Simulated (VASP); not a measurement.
# MgH2 (P4_2/mnm) in VASP: further runs

Runs on MgH2. Level: PBE+D3(BJ). Tasks: single point, relaxation of cell and atoms.

Program: VASP 6.6.1. These are calculated values, not measurements. Logs are shortened: lines on timing, memory, paths and dates and some standing lists are left out, and cuts for length are marked.

### Step 1. The crystal as given

It takes space group P4_2/mnm (No. 136, tetragonal). Conventional cell: a = 4.434 Å, b = 4.434 Å, c = 2.988 Å, α = 90.00°, β = 90.00°, γ = 90.00°. Mg (site symmetry mmm) is surrounded by 6 H at 1.91 to 1.93 Å. H (site symmetry m2m) is surrounded by 3 Mg at 1.91 to 1.93 Å.

The cell is a database's computed one.

### Step 2. Single point, PBE+D3(BJ)

File INCAR:

```
SYSTEM = MgH2
PREC = Accurate
ENCUT = 520
EDIFF = 1E-6
ISMEAR = 0
SIGMA = 0.02
LREAL = .FALSE.
LASPH = .TRUE.
NELM = 100
ALGO = Normal
ISIF = 2
LWAVE = .FALSE.
LCHARG = .FALSE.
GGA = PE
IVDW = 12
NBANDS = 13
```

File KPOINTS:

```
Automatic mesh
0
G
  6 6 8
  0 0 0
```

File POSCAR:

```
MgH2
1.0
    4.4344017623      0.0000000000      0.0000000000
    0.0000000000      4.4344017623      0.0000000000
    0.0000000000      0.0000000000      2.9878478262
Mg H
2 4
Direct
    0.5000000000      0.5000000000      0.5000000000
    0.0000000000      0.0000000000      0.0000000000
    0.6957452407      0.6957452407      0.0000000000
    0.8042547593      0.1957452407      0.5000000000
    0.3042547593      0.3042547593      0.0000000000
    0.1957452407      0.8042547593      0.5000000000
```

Potentials or basis: VASP PAW PBE potentials, release 64 (Mg, H).

Command:

```bash
> cat potpaw_PBE.64/Mg/POTCAR potpaw_PBE.64/H/POTCAR > POTCAR
> mpirun -np 1 vasp_std > vasp.out
```

OUTCAR:

```text
SYSTEM = MgH2
   PREC = Accurate
   ENCUT = 520
   EDIFF = 1E-6
   ISMEAR = 0
   LREAL = .FALSE.
   LASPH = .TRUE.
   NELM = 100
   ISIF = 2
   GGA = PE
   IVDW = 12
 IVDW          = 12

 ion  position               nearest neighbor table
   1  0.500  0.500  0.500-   4 1.91   6 1.91   5 1.93   3 1.93   3 1.93   5 1.93   2 3.47   2 3.47
                             2 3.47   2 3.47   2 3.47   2 3.47   2 3.47   2 3.47
   2  0.000  0.000  0.000-   3 1.91   5 1.91   4 1.93   6 1.93   4 1.93   6 1.93   1 3.47   1 3.47
                             1 3.47   1 3.47   1 3.47   1 3.47   1 3.47   1 3.47
   3  0.696  0.696  0.000-   2 1.91   1 1.93   1 1.93
   4  0.804  0.196  0.500-   1 1.91   2 1.93   2 1.93
   5  0.304  0.304  0.000-   2 1.91   1 1.93   1 1.93
   6  0.196  0.804  0.500-   1 1.91   2 1.93   2 1.93

  LATTYP: Found a simple tetragonal cell.
 ALAT       =     4.4344017623
 C/A-ratio  =     0.6737882552

  Lattice vectors:

 A1 = (   4.4344017623,   0.0000000000,   0.0000000000)
 A2 = (   0.0000000000,   4.4344017623,   0.0000000000)
 A3 = (   0.0000000000,   0.0000000000,   2.9878478262)

Analysis of symmetry for initial positions (statically):
=====================================================================
 Subroutine PRICEL returns:
 Original cell was already a primitive cell.

 Routine SETGRP: Setting up the symmetry group for a
 simple tetragonal supercell.

 Subroutine GETGRP returns: Found 16 space group operations
 (whereof  8 operations were pure point group operations)
 out of a pool of 16 trial point group operations.

The static configuration has the point symmetry D_2h.
 The point group associated with its full space group is D_4h.

Analysis of symmetry for dynamics (positions and initial velocities):
=====================================================================
 Subroutine PRICEL returns:
 Original cell was already a primitive cell.

 Routine SETGRP: Setting up the symmetry group for a
 simple tetragonal supercell.

 Subroutine GETGRP returns: Found 16 space group operations
 (whereof  8 operations were pure point group operations)
 out of a pool of 16 trial point group operations.

The dynamic configuration has the point symmetry D_2h.
 The point group associated with its full space group is D_4h.

 Subroutine INISYM returns: Found 16 space group operations
 (whereof  8 operations are pure point group operations),
 and found     1 'primitive' translations

----------------------------------------------------------------------------------------

                                     Primitive cell
[... 118 lines left out ...]
     AMIX     =   0.40;   BMIX     =  1.00
     AMIX_MAG =   1.60;   BMIX_MAG =  1.00
  volume/ion in A,a.u.               =       9.79        66.08
  Fermi-wavevector in a.u.,A,eV,Ry     =   0.842226  1.591576  9.651220  0.709345
  Thomas-Fermi vector in A             =   1.956898
   LORBIT       =      0    0 simple, 1 ext, 2 COOP (PROOUT), +10 PAW based schemes
   GGA     = PE    functional components
   LHFCALC =     F    Hartree Fock is set to
   AEXX    =    0.0000 exact exchange contribution
   IVDW    =    12    specifies the selected vdW correction
   LEPSILON=     F    determine dielectric tensor
   LRPA    =     F    only Hartree local field effects (RPA)
 non-spin polarized calculation
 Gauss-broadening in eV      SIGMA  =   0.02
  energy-cutoff  :      520.00
  volume of cell :       58.75
 maximum number of plane-waves:      1608
 NGX is ok and might be reduce to    36
   NGX = 17   NGY = 17   NGZ = 11

 number of electron       8.0000001 magnetization

 Free energy of the ion-electron system (eV)
  ---------------------------------------------------
  ext. energy  EPLUGINS =         0.00000000
  ---------------------------------------------------
  free energy    TOTEN  =       -17.63660836 eV

  energy without entropy =      -17.63660836  energy(sigma->0) =      -17.63660836

 E-fermi :  -0.2478     XC(G=0):  -8.5480

 val. band max:       -0.3783746273   @ k =   0.1667   0.1667   0.0000
 cond. band min:       3.4540521447   @ k =   0.3333   0.3333   0.5000
 fundamental gap:      3.8324267720
 Fermi energy:        -0.2478377591

 k-point     1 :       0.0000    0.0000    0.0000
  band No.  band energies     occupation
      1      -7.0508      2.00000
      2      -1.8778      2.00000
      3      -1.8778      2.00000
      4      -0.8078      2.00000
      5       4.3014      0.00000
      6       4.8193      0.00000
      7       9.0517      0.00000
      8       9.0517      0.00000
      9      10.8161      0.00000
     10      10.9749      0.00000
     11      11.9833      0.00000
     12      14.9622      0.00000
     13      14.9622      0.00000
[... 354 lines left out ...]
  band No.  band energies     occupation
      1      -4.5094      2.00000
      2      -4.5094      2.00000
      3      -0.7247      2.00000
      4      -0.7247      2.00000
      5       5.5030      0.00000
      6       5.5030      0.00000
      7       7.0826      0.00000
      8       7.0826      0.00000
      9       9.0732      0.00000
     10       9.0732      0.00000
     11      12.7648      0.00000
     12      12.7648      0.00000
     13      14.3193      0.00000

 [... further k-points ...]

------------------------ aborting loop because EDIFF is reached ----------------------------------------

 Edisp (eV)   -0.84513

 E8    (eV) :    -0.3103

  FORCE on cell =-STRESS in cart. coord.  units (eV):
  Direction    XX          YY          ZZ          XY          YZ          ZX
  --------------------------------------------------------------------------------------
  -------------------------------------------------------------------------------------
  Total      -0.10133    -0.10133    -0.12184    -0.00000     0.00000     0.00000
  in kB      -2.76316    -2.76316    -3.32247    -0.00000     0.00000     0.00000
  external pressure =       -2.95 kB  Pullay stress =        0.00 kB

 VOLUME and BASIS-vectors are now :
 -----------------------------------------------------------------------------
  energy-cutoff  :      520.00
  volume of cell :       58.75
      direct lattice vectors                 reciprocal lattice vectors
     4.434401762  0.000000000  0.000000000     0.225509562  0.000000000  0.000000000
     0.000000000  4.434401762  0.000000000     0.000000000  0.225509562  0.000000000
     0.000000000  0.000000000  2.987847826     0.000000000  0.000000000  0.334689067

 POSITION                                       TOTAL-FORCE (eV/Angst)
 -----------------------------------------------------------------------------------
      2.21720      2.21720      1.49392         0.000000      0.000000      0.000000
      0.00000      0.00000      0.00000         0.000000      0.000000      0.000000
      3.08521      3.08521      0.00000         0.000189      0.000189      0.000000
      3.56639      0.86801      1.49392        -0.000189      0.000189      0.000000
      1.34919      1.34919      0.00000        -0.000189     -0.000189     -0.000000
      0.86801      3.56639      1.49392         0.000189     -0.000189      0.000000
 -----------------------------------------------------------------------------------
    total drift:                                0.000000      0.000000     -0.000000

  FREE ENERGIE OF THE ION-ELECTRON SYSTEM (eV)
  ---------------------------------------------------
  free  energy   TOTEN  =       -18.4817374476 eV

  energy  without entropy=      -18.4817374476  energy(sigma->0) =      -18.48173745
```

OSZICAR:

```text
N       E                     dE             d eps       ncg     rms          rms(c)
DAV:   1    -0.666495319816E+00   -0.66650E+00   -0.30393E+03  1300   0.471E+02
DAV:   2    -0.180386283266E+02   -0.17372E+02   -0.16807E+02  1623   0.742E+01
DAV:   3    -0.188845554110E+02   -0.84593E+00   -0.84476E+00  1664   0.153E+01
DAV:   4    -0.188880790408E+02   -0.35236E-02   -0.35235E-02  1505   0.109E+00
DAV:   5    -0.188881168553E+02   -0.37814E-04   -0.37814E-04  1701   0.115E-01    0.663E+00
DAV:   6    -0.179592458463E+02    0.92887E+00   -0.56712E-01  1405   0.314E+00    0.344E+00
DAV:   7    -0.176278258323E+02    0.33142E+00   -0.84437E-01  1450   0.414E+00    0.501E-01
DAV:   8    -0.176371179858E+02   -0.92922E-02   -0.23739E-02  1465   0.795E-01    0.146E-01
DAV:   9    -0.176365854019E+02    0.53258E-03   -0.11031E-03  1655   0.150E-01    0.210E-02
DAV:  10    -0.176366134332E+02   -0.28031E-04   -0.90245E-05  1465   0.510E-02    0.177E-02
DAV:  11    -0.176366082691E+02    0.51641E-05   -0.13230E-05  1595   0.136E-02    0.164E-03
DAV:  12    -0.176366083554E+02   -0.86365E-07   -0.40350E-07   823   0.372E-03
   1 F= -.18481737E+02 E0= -.18481737E+02  d E =-.498404E-22
```

stdout:

```text
POSCAR found type information on POSCAR MgH
 POSCAR found :  2 types and       6 ions
 scaLAPACK will be used
 LDA part: xc-table for (Slater+PW92), standard interpolation
 POSCAR, INCAR and KPOINTS ok, starting setup
 FFT: planning ... GRIDC
 FFT: planning ... GRID_SOFT
 FFT: planning ... GRID
 WAVECAR not read
 entering main loop
```

It took 12 s on 1 thread of Intel Xeon 6975P-C (Granite Rapids), shared host; peak memory 0.21 GiB.

What came out:

```yaml
Free_energy: -18.4817 eV
Pressure: -0.3 GPa
Band_gap_on_the_k_mesh: 3.83 eV, indirect (least direct gap 4.67 eV)
Dispersion_energy_per_atom: -0.141 eV
```

Levels at points of the mesh, in eV from the valence-band top:
```tsv
k point	band 1	band 2	band 3	band 4	band 5	band 6	band 7	band 8
(0.00, 0.00, 0.00)	-6.67	-1.50	-1.50	-0.43	4.68	5.20	9.43	9.43
(0.50, 0.00, 0.00)	-5.00	-5.00	-0.52	-0.52	5.44	5.44	10.28	10.28
(0.50, 0.50, 0.00)	-3.86	-3.86	-2.87	-2.87	9.27	9.27	9.39	9.39
(0.00, 0.00, 0.50)	-3.18	-3.18	-0.12	-0.12	6.54	6.54	6.88	6.88
(0.50, 0.00, 0.50)	-2.39	-2.39	-1.18	-1.18	5.24	5.24	6.92	6.92
(0.50, 0.50, 0.50)	-1.98	-1.98	-1.04	-1.04	3.93	3.93	4.12	4.12
```

### Step 3. Relaxation of cell and atoms, PBE+D3(BJ)

This run uses another cell than the first one, of 10.00 Å³/atom, 1.021 times its volume.

File INCAR:

```
PREC     = Accurate       # precision mode
ENCUT    = 600            # plane-wave cutoff, eV
EDIFF    = 1E-7           # SCF threshold, eV
ISMEAR   = 0              # smearing method
SIGMA    = 0.02           # smearing width, eV
LREAL    = False          # projectors in reciprocal space
LASPH    = True           # aspherical terms in the spheres
NELM     = 100            # most SCF steps
ALGO     = Fast           # electronic algorithm
ISIF     = 3              # what is computed and relaxed
LWAVE    = False          # write WAVECAR
LCHARG   = False          # write CHGCAR
GGA      = PE             # functional
IVDW     = 12             # dispersion correction
IBRION   = 2              # ionic algorithm
NSW      = 100            # ionic steps
EDIFFG   = -0.01          # ionic threshold
```

File KPOINTS:

```
regular mesh
0
Gamma
  6 6 8
```

File POSCAR:

```
MgH2
1.0
    4.4766941100      0.0000000000      0.0000000000
    0.0000000000      4.4766941100      0.0000000000
    0.0000000000      0.0000000000      2.9925370200
Mg H
2 4
Direct
    0.5000000000      0.5000000000      0.5000000000
    0.0000000000      0.0000000000      0.0000000000
    0.6955720200      0.6955720200      0.0000000000
    0.8044279800      0.1955720000      0.5000000000
    0.3044280100      0.3044280100      0.0000000000
    0.1955720000      0.8044279800      0.5000000000
```

Potentials or basis: VASP PAW PBE potentials, release 64 (Mg, H).

Command:

```bash
> cat potpaw_PBE.64/Mg/POTCAR potpaw_PBE.64/H/POTCAR > POTCAR
> mpirun -np 1 vasp_std > vasp.out
```

Wall time 33 s (1 thread of Intel Xeon 6975P-C (Granite Rapids), shared host); peak memory 0.21 GiB.

The run converged. Its results:

| Item | Value |
| --- | --- |
| Free energy | -18.4835 eV |
| Relaxed volume | 9.76 Å³/atom |
| Relaxed cell | a = 4.430 Å, b = 4.430 Å, c = 2.983 Å, α = 90.00°, β = 90.00°, γ = 90.00° |
| Space group after relaxing (to 0.05 Å) | P4_2/mnm (No. 136) |
| Energy gained by relaxing | 1.0 meV/atom |
| Ionic steps | 6 |
| Pressure after relaxing | 0.0 GPa |
| Largest force after relaxing | 0.008 eV/Å |
| Band gap on the k mesh | 3.84 eV, indirect (least direct gap 4.69 eV) |
| Dispersion energy per atom | -0.141 eV |

Forces on the atoms (eV/Å):
```
Mg   0.000  0.000  0.000
Mg   0.000  0.000  0.000
H   -0.005 -0.005  0.000
H    0.005 -0.005  0.000
H    0.005  0.005  0.000
H   -0.005  0.005  0.000
```

The path:
| step | energy change (eV) | largest force (eV/Å) | pressure (GPa) | volume (Å³) |
| --- | --- | --- | --- | --- |
| 1 | 0.0000 | 0.0101 | -1.19 | 59.97 |
| 2 | -0.0038 | 0.0096 | -0.64 | 59.33 |
| 3 | -0.0054 | 0.0087 | -0.02 | 58.64 |
| 4 | -0.0054 | 0.0086 | 0.04 | 58.58 |
| 5 | -0.0056 | 0.0024 | 0.02 | 58.56 |
| 6 | -0.0058 | 0.0076 | 0.00 | 58.54 |

Final structure:
```yaml
crystal:
  lattice:
    - [4.42984, 0.00000, 0.00000]
    - [0.00000, 4.42984, 0.00000]
    - [0.00000, 0.00000, 2.98304]
  atoms:
    - { symbol: Mg, position: [0.50000, 0.50000, 0.50000] }
    - { symbol: Mg, position: [0.00000, 0.00000, 0.00000] }
    - { symbol: H, position: [0.69596, 0.69596, 0.00000] }
    - { symbol: H, position: [0.80404, 0.19596, 0.50000] }
    - { symbol: H, position: [0.30404, 0.30404, 0.00000] }
    - { symbol: H, position: [0.19596, 0.80404, 0.50000] }
```

Levels at points of the mesh, in eV from the valence-band top:
| k point | band 1 | band 2 | band 3 | band 4 | band 5 | band 6 | band 7 | band 8 |
| --- | --- | --- | --- | --- | --- | --- | --- | --- |
| (0.00, 0.00, 0.00) | -6.69 | -1.51 | -1.51 | -0.42 | 4.67 | 5.20 | 9.45 | 9.45 |
| (0.50, 0.00, 0.00) | -5.01 | -5.01 | -0.53 | -0.53 | 5.44 | 5.44 | 10.29 | 10.29 |
| (0.50, 0.50, 0.00) | -3.87 | -3.87 | -2.88 | -2.88 | 9.28 | 9.28 | 9.41 | 9.41 |
| (0.00, 0.00, 0.50) | -3.19 | -3.19 | -0.12 | -0.12 | 6.57 | 6.57 | 6.88 | 6.88 |
| (0.50, 0.00, 0.50) | -2.40 | -2.40 | -1.18 | -1.18 | 5.25 | 5.25 | 6.93 | 6.93 |
| (0.50, 0.50, 0.50) | -1.98 | -1.98 | -1.05 | -1.05 | 3.94 | 3.94 | 4.12 | 4.12 |

A k mesh can miss the band edges.

### Step 4. Single point, PBE+D3(BJ)

This run uses another cell than the first one, of 10.00 Å³/atom, 1.021 times its volume.

File INCAR:

```
PREC     = Accurate       # precision mode
ENCUT    = 520            # plane-wave cutoff, eV
EDIFF    = 1E-6           # SCF threshold, eV
ISMEAR   = 0              # smearing method
SIGMA    = 0.1            # smearing width, eV
LREAL    = False          # projectors in reciprocal space
LASPH    = True           # aspherical terms in the spheres
NELM     = 80             # most SCF steps
ALGO     = Normal         # electronic algorithm
ISIF     = 2              # what is computed and relaxed
LWAVE    = False          # write WAVECAR
LCHARG   = False          # write CHGCAR
GGA      = PE             # functional
IVDW     = 12             # dispersion correction
NBANDS   = 13             # bands
```

File KPOINTS:

```
Automatic mesh
0
Gamma
  4 4 6
```

POSCAR is that of step 3.

Command:

```bash
> cat potpaw_PBE.64/Mg/POTCAR potpaw_PBE.64/H/POTCAR > POTCAR
> mpirun -np 1 vasp_std > vasp.out
```

It took 7.1 s on 1 thread of Intel Xeon 6975P-C (Granite Rapids), shared host; peak memory 0.19 GiB.

It converged, with:

```
Free energy                : -18.4756 eV
Pressure                   : -1.3 GPa
Largest force              : 0.010 eV/Å
Band gap on the k mesh     : 3.95 eV, indirect (least direct gap 4.78 eV)
Dispersion energy per atom : -0.138 eV
```

Forces on the atoms (eV/Å):
```
Mg   0.000  0.000  0.000
Mg   0.000  0.000  0.000
H    0.007  0.007  0.000
H   -0.007  0.007  0.000
H   -0.007 -0.007  0.000
H    0.007 -0.007  0.000
```

Stress tensor (GPa, compression positive):
```
-1.36  0.00  0.00
 0.00 -1.36  0.00
 0.00  0.00 -1.08
```

Levels at points of the mesh, in eV from the valence-band top:
```tsv
k point	band 2	band 3	band 4	band 5	band 6	band 7
(0.00, 0.00, 0.00)	-1.44	-1.44	-0.41	4.75	5.14	9.31
(0.50, 0.00, 0.00)	-4.87	-0.49	-0.49	5.42	5.42	10.21
(0.50, 0.50, 0.00)	-3.77	-2.76	-2.76	9.20	9.20	9.32
(0.00, 0.00, 0.50)	-3.04	-0.05	-0.05	6.47	6.47	6.89
(0.50, 0.00, 0.50)	-2.28	-1.07	-1.07	5.25	5.25	6.92
(0.50, 0.50, 0.50)	-1.88	-0.94	-0.94	3.95	3.95	4.21
```

### Step 5. Summary

```csv
task,cell,k mesh,cutoff (eV),smearing,gap on the mesh (eV),pressure (GPa),largest force (eV/Å)
single point,"P4_2/mnm, 9.79 Å³/atom",6 × 6 × 8,520,gaussian 0.02 eV,3.83,-0.3,-
relaxation of cell and atoms,relaxed,6 × 6 × 8,600,gaussian 0.02 eV,3.84,0.0,0.01
single point,"P4_2/mnm, 10.0 Å³/atom",4 × 4 × 6,520,gaussian 0.1 eV,3.95,-1.3,0.01
```

Alike in all rows: level PBE+D3(BJ); potentials or basis VASP PAW PBE potentials, release 64 (Mg, H); no spin polarisation.

Total energies depend on the potentials used, so only differences within one code and one set of settings carry meaning.
